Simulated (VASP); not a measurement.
A run of VASP 6.6.1:

Contents of INCAR:

```
  PREC = Accurate
  ENCUT = 520
  EDIFF = 1E-6
  ISMEAR = 0
  SIGMA = 0.05
  LREAL = False
  LASPH = True
  NELM = 100
  ALGO = Normal
  ISIF = 2
  LWAVE = False
  LCHARG = False
  GGA = PE
  NBANDS = 16
```

KPOINTS

```
regular mesh
0
Gamma
  8 8 8
```

POSCAR

```
AgCl
1.0
    0.0000000000      2.9950020000      2.5512980000
    2.9950020000      0.0000000000      2.5512980000
    2.9950020000      2.9950020000      0.0000000000
Ag Cl
1 1
Direct
    0.5000000000      0.5000000000      0.5000000000
    0.0000000000      0.0000000000      0.0000000000
```

Potentials or basis: VASP PAW PBE potentials, release 64 (Ag, Cl).

The run is started by

```bash
$ cat potpaw_PBE.64/Ag/POTCAR potpaw_PBE.64/Cl/POTCAR > POTCAR
$ mpirun -np 1 vasp_std > vasp.out
```

Hardware: 1 thread of Intel(R) Xeon(R) Platinum 8488C (Sapphire Rapids), on a shared host.

Problem. How long does it take, and how much memory?

Solution. It took 47 s on 1 thread of Intel(R) Xeon(R) Platinum 8488C (Sapphire Rapids), on a shared host, peak memory 0.19 GiB. Counts: scf iterations 12, k points 59.
